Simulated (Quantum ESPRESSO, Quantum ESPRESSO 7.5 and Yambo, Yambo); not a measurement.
# Quasiparticle gap of BeTe (F-43m) in Yambo

How does a plane-wave GW calculation on BeTe (F-43m) run from the first input to the gap?

Program: Quantum ESPRESSO 7.5 and Yambo 5.3.0. Level of theory: PBE and many-body steps on it, plane waves. Results are calculated unless marked as measured.

This is a report of a sequence of runs, with most program output left out.

The database entry behind the starting cell differs from later determinations by our own check (an axis about 1.5 % short against later determinations), so it need not match the best structure at ambient conditions.

### Step 1. Set-up

The structure is cubic, space group F-43m (No. 216). The conventional cell has a = 5.540 Å, b = 5.540 Å, c = 5.540 Å, α = 90.00°, β = 90.00°, γ = 90.00°. Be has 4 Te at 2.40 Å nearest. Te has 4 Be at 2.40 Å nearest. Farther neighbours and most contacts between anions are not listed.

As a file:

```cif
data_structure
_symmetry_space_group_name_H-M 'P 1'
_symmetry_Int_Tables_number 1
_cell_length_a 3.9174
_cell_length_b 3.9174
_cell_length_c 3.9174
_cell_angle_alpha 60.000
_cell_angle_beta 60.000
_cell_angle_gamma 60.000
_cell_volume 42.51
loop_
_atom_site_label
_atom_site_type_symbol
_atom_site_fract_x
_atom_site_fract_y
_atom_site_fract_z
_atom_site_occupancy
Be1 Be 0.00000 0.00000 0.00000 1
Te2 Te 0.25000 0.25000 0.25000 1
```

The cell and positions come from the Crystallography Open Database and are kept as given unless a step says otherwise. Spin-orbit coupling is left out unless a step names it.

### Step 2. Ground state

This step: Quantum ESPRESSO 7.5; DFT, PBE, plane waves, norm-conserving pseudopotentials.

The ground-state density comes first.

pw.in

```
&control
  calculation = 'scf'
  prefix = 'x'
  outdir = 'o'
  pseudo_dir = 'pseudo'
/
&system
  ibrav = 0
  nat = 2
  ntyp = 2
  ecutwfc = 76.0
  nbnd = 15
  force_symmorphic = .true.
/
&electrons
  conv_thr = 1e-10
  electron_maxstep = 80
  mixing_beta = 0.5
/
ATOMIC_SPECIES
  Be 9.012 Be.upf
  Te 127.6 Te.upf
CELL_PARAMETERS angstrom
  0.0000000000 2.7700000000 2.7700000000
  2.7700000000 0.0000000000 2.7700000000
  2.7700000000 2.7700000000 -0.0000000000
ATOMIC_POSITIONS crystal
  Be 0.0000000000 0.0000000000 0.0000000000
  Te 0.2500000000 0.2500000000 0.2500000000
K_POINTS automatic
  6 6 6 0 0 0
```

Run with:

```sh
OMP_NUM_THREADS=1 mpirun -n 4 pw.x -nk 4 -in pw.in > pw.out
```

Elapsed: 4 s, on 4 MPI ranks of Arm Neoverse V2, shared host; peak memory 0.22 GiB.

Numbers from this step:

* total energy: -3233.7586 eV
* gap: 1.864 eV
* k of the valence top: 0, 0, 0
* k of the conduction bottom: 0, -0.5, -0.5
* least direct gap: 3.606 eV

The gap is indirect, with the least direct gap 1.74 eV higher.

### Step 3. Bands along the symmetry lines

Levels along a band path, at the cheap level, show where the edges lie and whether the meshes to come will hold them.

pw.in

```
&control
  calculation = 'bands'
  prefix = 'x'
  outdir = 'o'
  pseudo_dir = 'pseudo'
/
&system
  ibrav = 0
  nat = 2
  ntyp = 2
  ecutwfc = 76.0
  nbnd = 16
  force_symmorphic = .true.
/
&electrons
  conv_thr = 1e-9
  electron_maxstep = 80
  diago_full_acc = .true.
  diago_thr_init = 5e-6
/
ATOMIC_SPECIES
  Be 9.012 Be.upf
  Te 127.6 Te.upf
CELL_PARAMETERS angstrom
  0.0000000000 2.7700000000 2.7700000000
  2.7700000000 0.0000000000 2.7700000000
  2.7700000000 2.7700000000 -0.0000000000
ATOMIC_POSITIONS crystal
  Be 0.0000000000 0.0000000000 0.0000000000
  Te 0.2500000000 0.2500000000 0.2500000000
K_POINTS crystal
  50
  0.00000000 0.00000000 0.00000000 1
  -0.06250000 -0.06250000 0.00000000 1
  -0.12500000 -0.12500000 0.00000000 1
  -0.18750000 -0.18750000 0.00000000 1
  -0.25000000 -0.25000000 0.00000000 1
  -0.31250000 -0.31250000 0.00000000 1
  -0.37500000 -0.37500000 0.00000000 1
  -0.43750000 -0.43750000 0.00000000 1
  -0.50000000 -0.50000000 0.00000000 1
  -0.48437500 -0.48437500 0.03125000 1
  -0.46875000 -0.46875000 0.06250000 1
  -0.45312500 -0.45312500 0.09375000 1
  -0.43750000 -0.43750000 0.12500000 1
  -0.42187500 -0.42187500 0.15625000 1
  -0.40625000 -0.40625000 0.18750000 1
  -0.39062500 -0.39062500 0.21875000 1
  -0.37500000 -0.37500000 0.25000000 1
  -0.37500000 0.00000000 0.37500000 1
  -0.32812500 0.00000000 0.32812500 1
  -0.28125000 0.00000000 0.28125000 1
  -0.23437500 0.00000000 0.23437500 1
  -0.18750000 0.00000000 0.18750000 1
  -0.14062500 0.00000000 0.14062500 1
  -0.09375000 0.00000000 0.09375000 1
  -0.04687500 0.00000000 0.04687500 1
  0.00000000 0.00000000 0.00000000 1
  0.00000000 0.00000000 0.06250000 1
  0.00000000 0.00000000 0.12500000 1
  0.00000000 0.00000000 0.18750000 1
  0.00000000 0.00000000 0.25000000 1
  0.00000000 0.00000000 0.31250000 1
  0.00000000 0.00000000 0.37500000 1
  0.00000000 0.00000000 0.43750000 1
  -0.00000000 -0.00000000 0.50000000 1
  -0.06250000 -0.03125000 0.46875000 1
  -0.12500000 -0.06250000 0.43750000 1
  -0.18750000 -0.09375000 0.40625000 1
  -0.25000000 -0.12500000 0.37500000 1
  -0.31250000 -0.15625000 0.34375000 1
  -0.37500000 -0.18750000 0.31250000 1
  -0.43750000 -0.21875000 0.28125000 1
  -0.50000000 -0.25000000 0.25000000 1
  -0.50000000 -0.28125000 0.21875000 1
  -0.50000000 -0.31250000 0.18750000 1
  -0.50000000 -0.34375000 0.15625000 1
  -0.50000000 -0.37500000 0.12500000 1
  -0.50000000 -0.40625000 0.09375000 1
  -0.50000000 -0.43750000 0.06250000 1
  -0.50000000 -0.46875000 0.03125000 1
  -0.50000000 -0.50000000 0.00000000 1
```

Run time: 3.8 s. Hardware: 4 MPI ranks; peak memory 0.21 GiB.

This step gave:

```yaml
gap: 1.864 eV
k_of_the_valence_top: 0, 0, 0
k_of_the_conduction_bottom: -0.5, -0.5, 0
least_direct_gap: 3.606 eV
```

The gap is 1.864 eV, as in the run before at this level.

The electronic bands at the labelled points (eV, zero at the top of the highest filled band):

| point | band 7 | band 8 | band 9 | band 10 | band 11 | band 12 | band 13 | band 14 |
| --- | --- | --- | --- | --- | --- | --- | --- | --- |
| Γ | -12.63 | 0.00 | 0.00 | 0.00 | 3.61 | 3.61 | 3.61 | 4.21 |
| halfway | -11.83 | -2.99 | -1.81 | -1.81 | 2.55 | 4.46 | 6.64 | 6.64 |
| X | -10.63 | -5.37 | -2.82 | -2.82 | 1.86 | 2.62 | 10.12 | 10.12 |
| halfway | -10.62 | -5.26 | -3.36 | -2.71 | 2.22 | 3.33 | 9.46 | 9.57 |
| U | -10.65 | -4.99 | -4.15 | -2.39 | 2.65 | 5.35 | 8.15 | 8.54 |
| jump to K | -10.65 | -4.99 | -4.15 | -2.39 | 2.65 | 5.35 | 8.15 | 8.54 |
| halfway | -11.77 | -3.69 | -2.42 | -0.72 | 4.17 | 4.73 | 5.35 | 6.49 |
| Γ | -12.63 | 0.00 | 0.00 | 0.00 | 3.61 | 3.61 | 3.61 | 4.21 |
| halfway | -12.04 | -3.48 | -0.73 | -0.73 | 3.46 | 4.53 | 4.53 | 7.35 |
| L | -11.17 | -5.85 | -1.21 | -1.21 | 3.24 | 4.60 | 4.60 | 7.93 |
| halfway | -10.90 | -5.40 | -3.07 | -2.04 | 4.22 | 4.49 | 6.90 | 8.01 |
| W | -10.59 | -4.79 | -3.95 | -3.44 | 5.33 | 5.57 | 5.73 | 6.44 |
| halfway | -10.61 | -5.16 | -3.34 | -3.16 | 2.98 | 3.64 | 8.57 | 8.75 |
| X | -10.63 | -5.37 | -2.82 | -2.82 | 1.86 | 2.62 | 10.12 | 10.12 |

### Step 4. Empty states on the mesh, 4×4×4 mesh, 283 bands

The sums over transitions need many empty states on a uniform mesh; this step solves for them.

pw.in

```
&control
  calculation = 'nscf'
  prefix = 'x'
  outdir = 'o'
  pseudo_dir = 'pseudo'
/
&system
  ibrav = 0
  nat = 2
  ntyp = 2
  ecutwfc = 76.0
  nbnd = 283
  force_symmorphic = .true.
/
&electrons
  conv_thr = 1e-9
  electron_maxstep = 80
  diago_full_acc = .true.
  diago_thr_init = 5e-6
/
ATOMIC_SPECIES
  Be 9.012 Be.upf
  Te 127.6 Te.upf
CELL_PARAMETERS angstrom
  0.0000000000 2.7700000000 2.7700000000
  2.7700000000 0.0000000000 2.7700000000
  2.7700000000 2.7700000000 -0.0000000000
ATOMIC_POSITIONS crystal
  Be 0.0000000000 0.0000000000 0.0000000000
  Te 0.2500000000 0.2500000000 0.2500000000
K_POINTS automatic
  4 4 4 0 0 0
```

Elapsed: 19 s, on 4 MPI ranks; peak memory 0.53 GiB; 77 s of CPU time.

This step gave:

```
gap                                                           : 1.864 eV
k of the valence top                                          : 0, 0, 0
k of the conduction bottom                                    : 0, -0.5, -0.5
least direct gap                                              : 3.606 eV
k points computed                                             : 8
lowest point of the top converged band, above the valence top : 185.0245 eV
```

On this mesh the gap is 1.864 eV.

### Step 5. Conversion and set-up

This step: Yambo 5.3.0; conversion and set-up on PBE, plane waves, norm-conserving pseudopotentials.

The states are converted to the many-body program's format and the q mesh is built.

Run with:

```sh
(cd o/x.save; p2y > p2y.log; mv SAVE ../..); yambo > setup.log
```

Run time: 1.9 s. Hardware: 1 MPI rank; peak memory 0.24 GiB.

### Step 6. Screening and self-energy, 4×4×4 mesh, 283 bands, screening to 217.7 eV

Now the one-shot GW correction: screening in the RPA, then the self-energy of the levels asked for.

This step: G0W0 on PBE, plane waves, norm-conserving pseudopotentials.

gw3.in

```
HF_and_locXC
gw0
dyson
ppa
em1d
rim_cut
RandQpts= 1000000
RandGvec= 1 RL
EXXRLvcs= 76 Ry
VXCRLvcs= 304 Ry
Chimod= "HARTREE"
% BndsRnXp
 1 | 283 |
%
NGsBlkXp= 16 Ry
% LongDrXp
 1 | 1 | 1 |
%
% GbndRnge
 1 | 283 |
%
DysSolver= "n"
ExtendOut
PPAPntXp= 27.21138 eV
% QPkrange
 1 | 1 | 9 | 12 |
 7 | 7 | 9 | 12 |
%
```

Run with:

```sh
OMP_NUM_THREADS=1 mpirun -n 4 yambo -F gw3.in -J gw3 -C gw3 > gw3.log
```

The job ended after 3.8 min (4 MPI ranks; peak memory 2.1 GiB; 15 min of CPU time).

This step gave:

| Property | Result |
| --- | --- |
| G0W0 gap on the points computed | 3.311 eV |
| starting gap on the mesh | 1.864 eV |
| k of the valence top | 0, 0, 0 |
| k of the conduction bottom | 0, -0.5, -0.5 |
| least direct G0W0 gap on the computed points | 5.299 eV |
| Z at the valence top | 0.8083 |
| Z at the conduction bottom | 0.8203 |

The gap on the mesh goes from 1.86 eV to 3.31 eV, a correction of +1.45 eV.

Limits: finite bands, cutoff and mesh; exchange with frozen shells missing; no spin-orbit coupling; coarse k mesh. v1 is the top filled band, c1 the lowest empty one. The levels before and after the correction (eV, zero at the valence-band top of each column):

|  | conduction bottom | valence top |
| --- | --- | --- |
| Kohn-Sham | 1.86 | 0.00 |
| G0W0 | 3.31 | 0.00 |

|  | level | energy (eV) |
| --- | --- | --- |
| Kohn-Sham | Γ v2-v1 | 0.000 |
| Kohn-Sham | Γ c1-c2 | 3.606 |
| Kohn-Sham | (0 -0.5 -0.5) v2-v1 | -2.823 |
| Kohn-Sham | (0 -0.5 -0.5) c1 | 1.864 |
| Kohn-Sham | (0 -0.5 -0.5) c2 | 2.622 |
| G0W0 | Γ v2-v1 | 0.000 |
| G0W0 | Γ c1-c2 | 5.299 |
| G0W0 | (0 -0.5 -0.5) v2-v1 | -2.806 |
| G0W0 | (0 -0.5 -0.5) c1 | 3.311 |
| G0W0 | (0 -0.5 -0.5) c2 | 4.223 |

### Step 7. Where the time went

Times are wall times on the hardware named with each run, good to a factor of about two.

| step | time | share | memory (GiB) |
| --- | --- | --- | --- |
| ground state | 4 s | 2 % | 0.22 |
| bands along the symmetry lines | 3.8 s | 1 % | 0.21 |
| empty states on the mesh | 19 s | 8 % | 0.53 |
| conversion and set-up | 1.9 s | 1 % | 0.24 |
| screening and self-energy | 3.8 min | 89 % | 2.1 |

### Step 8. What came out

```
PBE gap              : 1.86 eV, indirect
G0W0 gap on the mesh : 3.31 eV
GW settings          : 4×4×4 mesh, 283 bands, screening to 217.7 eV, Godby-Needs plasmon pole
known limits         : not at the basis limit; exchange with frozen shells missing; no spin-orbit coupling; coarse k mesh
```

**Reading.** G0W0 moves the gap on the mesh from 1.86 eV to 3.31 eV (+1.45 eV), with Z of 0.81 and 0.82 at the edges. Only 2 of the mesh's irreducible points were corrected, so a valley elsewhere could overtake. The dearest step here is «screening and self-energy». Bands and cutoff are finite, so the gap is not at the basis limit. The miss can reach some tenths of an eV and take either sign; the mesh is an error of its own. In the G0W0 run levels were corrected at 2 k points alone, so a gap called «on the mesh» is the least over those, and an edge elsewhere would be missed. The 4×4×4 mesh is coarse for this cell, which bears on the long-range parts of exchange and screening. The norm-conserving file of at least one element keeps a d shell over frozen s and p shells of the same row. Exchange with those shells is missing from the self-energy, an error of 0.3 to 0.9 eV in cases checked, whose sign depends on which edge lies on those atoms. The many-body steps are scalar-relativistic: spin-orbit coupling is not in them.

[Paths, hosts, dates, memory and timing lines, banners, echoed tables and standing remarks are left out of the program output.]

[Logs are printed without paths, hosts, clocks, repeated set-up lines and the standing remarks that a program may print on its own settings, such as how far it seeks lower states.]

[Runs of the session that timed out or met a known fault of the program may be left out.]

[Hosts, paths, dates, database ids (printed as entryN), source tags and the programs' standing remarks are cut or masked in the printed files.]
